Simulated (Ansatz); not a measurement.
# Tl (P6_3/mmc) under several functionals

Plane-wave DFT in Ansatz with scalar-relativistic PAW potentials. The same structure was relaxed (cell and atoms, symmetry kept) in separate runs at each level. No spin polarisation.

**Question.** How do the levels PBE, PBE+D3(BJ), PBEsol, r2SCAN compare?

**Answer.**
```tsv
level	cutoff (eV)	k mesh	V (Å³/atom)	a (Å)	c (Å)	B0 (GPa)
PBEsol	420	15×15×8	28.643	3.502	5.394	–
PBE+D3(BJ)	420	15×15×8	29.609	3.535	5.473	32
r2SCAN	500	15×15×8	30.115	3.567	5.466	–
PBE	420	15×15×8	31.449	3.612	5.565	–
```

The usual order of volumes, PBEsol < PBE, holds here (28.643, 31.449 Å³/atom). As a rule PBEsol, built on the gradient expansion of slowly varying densities, lies between LDA and PBE; PBE's stronger gradient term for exchange weakens bonds. Adding D3 to PBE changes the volume by -5.8 %; the term is attractive, so it pulls cells in. In metals the pairwise form ignores screening by the conduction electrons and often pulls in too far. r2SCAN lies 4.2 % under PBE in volume.

Spin–orbit coupling is left out, which can shift energies with elements as heavy as these.